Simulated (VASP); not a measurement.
These are r2SCAN meta-GGA, VASP's PBE PAW potentials (set 64) (plane waves; VASP) values and carry that method's errors.

A VASP calculation is set up with these files.

INCAR:
```
# general
SYSTEM =CsI
PREC   =Accurate
ENCUT  =520
LREAL  =.FALSE.
LASPH  =.TRUE.

# electronic loop
EDIFF  =1E-7
NELM   =100
ALGO   =Normal
LMAXMIX=4
LMIXTAU=.TRUE.

# smearing
ISMEAR =-5

# functional
METAGGA=R2SCAN

# ions
ISIF   =2

# output
LWAVE  =.FALSE.
LCHARG =.FALSE.
LORBIT =11
NEDOS  =601
```

KPOINTS_OPT:
```
k-points along high-symmetry lines
10
Line-mode
Reciprocal
  0.000000   0.000000   0.000000 ! GAMMA
  0.000000   0.500000   0.000000 ! X

  0.000000   0.500000   0.000000 ! X
  0.500000   0.500000   0.000000 ! M

  0.500000   0.500000   0.000000 ! M
  0.000000   0.000000   0.000000 ! GAMMA

  0.000000   0.000000   0.000000 ! GAMMA
  0.500000   0.500000   0.500000 ! R

  0.500000   0.500000   0.500000 ! R
  0.000000   0.500000   0.000000 ! X

  0.500000   0.500000   0.500000 ! R
  0.500000   0.500000   0.000000 ! M
```

### POSCAR
```
CsI
1
    4.6133572268     0.0000000000     0.0000000000
   -0.0000000000     4.6133572268     0.0000000000
    0.0000000000    -0.0000000000     4.6133572268
Cs I
1 1
Direct
  0.0000000000   0.0000000000   0.0000000000
  0.5000000000   0.5000000000   0.5000000000
```

KPOINTS:
```
Automatic mesh
0
Gamma
  7 7 7
```

POTCAR, in this order: Cs_sv I (PBE.64 set). Program: vasp_std.

Output

**OSZICAR**
```
       N       E                     dE             d eps       ncg     rms          rms(c)
DAV:   1     0.445496060020E+02    0.44550E+02   -0.63944E+03   480   0.112E+03
DAV:   2    -0.489531062597E+02   -0.93503E+02   -0.87889E+02   732   0.172E+02
DAV:   3    -0.562071524718E+02   -0.72540E+01   -0.72366E+01   612   0.546E+01
DAV:   4    -0.562985094636E+02   -0.91357E-01   -0.91312E-01   568   0.767E+00
DAV:   5    -0.562995987462E+02   -0.10893E-02   -0.10892E-02   616   0.878E-01    0.207E+00
DAV:   6    -0.537853782651E+02    0.25142E+01   -0.42633E-01   520   0.555E+00    0.201E+00
DAV:   7    -0.526019087303E+02    0.11835E+01   -0.44288E-01   500   0.497E+00    0.721E-01
DAV:   8    -0.530879747989E+02   -0.48607E+00   -0.28187E-01   496   0.575E+00    0.378E-01
DAV:   9    -0.529870286784E+02    0.10095E+00   -0.20613E-01   480   0.459E+00    0.272E-01
DAV:  10    -0.530107328177E+02   -0.23704E-01   -0.20458E-01   480   0.488E+00    0.326E-01
DAV:  11    -0.530767133369E+02   -0.65981E-01   -0.22271E-02   512   0.184E+00    0.152E-01
DAV:  12    -0.531208648709E+02   -0.44152E-01   -0.55068E-02   480   0.327E+00    0.128E-01
DAV:  13    -0.531203332271E+02    0.53164E-03   -0.67917E-04   592   0.271E-01    0.842E-02
DAV:  14    -0.531245332380E+02   -0.42000E-02   -0.83787E-03   480   0.106E+00    0.335E-02
DAV:  15    -0.531249961829E+02   -0.46294E-03   -0.27958E-04   556   0.207E-01    0.147E-02
DAV:  16    -0.531256298207E+02   -0.63364E-03   -0.30795E-04   496   0.238E-01    0.911E-03
DAV:  17    -0.531257441483E+02   -0.11433E-03   -0.58456E-05   532   0.100E-01    0.499E-03
DAV:  18    -0.531257692349E+02   -0.25087E-04   -0.13388E-05   520   0.441E-02    0.321E-03
DAV:  19    -0.531257701862E+02   -0.95135E-06   -0.12213E-06   604   0.127E-02    0.211E-03
DAV:  20    -0.531257701571E+02    0.29152E-07   -0.36473E-07   536   0.546E-03
   1 F= -.53125770E+02 E0= -.53125770E+02  d E =0.000000E+00
       N       E                     dE             ncg
       N       E                     dE             ncg
       N       E                     dE             ncg
```

OUTCAR:
```
------------------------ aborting loop because EDIFF is reached ----------------------------------------
  FORCE on cell =-STRESS in cart. coord.  units (eV):
  Direction    XX          YY          ZZ          XY          YZ          ZX
  --------------------------------------------------------------------------------------
  Total        0.0087928      0.0087928      0.0087928      0.0000000      0.0000000      0.0000000
  in kB        0.1434782      0.1434782      0.1434782      0.0000000      0.0000000      0.0000000
  external PRESSURE =       0.1434782 kB  Pullay stress =       0.0000000 kB
  volume of cell :       98.19
      direct lattice vectors                 reciprocal lattice vectors
     4.613357227  0.000000000  0.000000000     0.216761883  0.000000000  0.000000000
     0.000000000  4.613357227  0.000000000     0.000000000  0.216761883  0.000000000
     0.000000000  0.000000000  4.613357227     0.000000000  0.000000000  0.216761883
 POSITION                                       TOTAL-FORCE (eV/Angst)
 -----------------------------------------------------------------------------------
      0.00000      0.00000      0.00000         0.000000      0.000000      0.000000
      2.30668      2.30668      2.30668         0.000000      0.000000      0.000000
 -----------------------------------------------------------------------------------
    total drift:                               -0.000000      0.000000      0.000000
  FREE ENERGIE OF THE ION-ELECTRON SYSTEM (eV)
  ---------------------------------------------------
  free  energy   TOTEN  =       -53.1257701571 eV

  energy  without entropy=      -53.1257701571  energy(sigma->0) =      -53.12577016

 total charge

# of ion       s       p       d       tot
------------------------------------------
    1        1.849   4.714   0.024   6.588
    2        1.494   2.880   0.002   4.375
--------------------------------------------------
tot          3.343   7.594   0.026  10.963
```
(Selected blocks of OUTCAR.)

The compound is CsI in the CsCl type structure. It was relaxed first.
